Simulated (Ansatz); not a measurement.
This trial cell of TiAl₃ was written down by chemical analogy (P6_3/mmc, No. 194). Its size is a guess.

```cif
data_structure
_symmetry_space_group_name_H-M 'P6_3/mmc'
_symmetry_Int_Tables_number 194
_cell_length_a 5.6500
_cell_length_b 5.6500
_cell_length_c 4.6000
_cell_angle_alpha 90.000
_cell_angle_beta 90.000
_cell_angle_gamma 120.000
_cell_volume 127.17
loop_
_atom_site_label
_atom_site_type_symbol
_atom_site_symmetry_multiplicity
_atom_site_Wyckoff_symbol
_atom_site_fract_x
_atom_site_fract_y
_atom_site_fract_z
_atom_site_occupancy
Ti1 Ti 2 c 0.33333 0.66667 0.25000 1
Al1 Al 6 h 0.66667 0.83333 0.75000 1
```

Computed with Ansatz, DFT PBE, scalar-relativistic, plane waves, PAW. Cutoff 420 eV, Gaussian smearing, Γ-centred meshes. Cell and atoms relax first on a coarse mesh, the cell is then made exact in the group found at 0.06 to 0.08 Å, and last on a converged mesh; the steps can't lower the symmetry of their start. No spin polarisation.

A guess keeps its type if space group and coordination stay and the shape of the cell changes little (axis ratios within about 15 %, angles within 6°); the volume may change.

**Question.** Does it keep its structure type, or change into something else?

**Answer.** It keeps its type. The symmetry stays P6_3/mmc (No. 194). The end has the Ni3Sn (D0_19) type. The volume per atom stays near 15.9 Å³. The shortest distance goes from 2.82 Å (Ti–Al and Al–Al) to 2.78 Å (Al–Al). The ratio c/a of the conventional cell changes by a factor of 1.04. Counting neighbours within 15 % of an atom's shortest distance, the start has Al 12, Ti 12 and the end Al 12, Ti 12.

The zero of energy is the elements' standard structures at the same level; no fitted shifts are applied.

**Question.** At what energy does it end?

**Answer.** −0.31 eV/atom.

The last run used a 6×6×8 mesh (in the run's order of axes) for its 8-atom cell and Gaussian smearing of 0.10 eV. A structure relaxed within its symmetry needn't be a true minimum. Another cell of the same search, in I4/mmm, lies 87 meV/atom lower, so this cell isn't the stable form at this level.
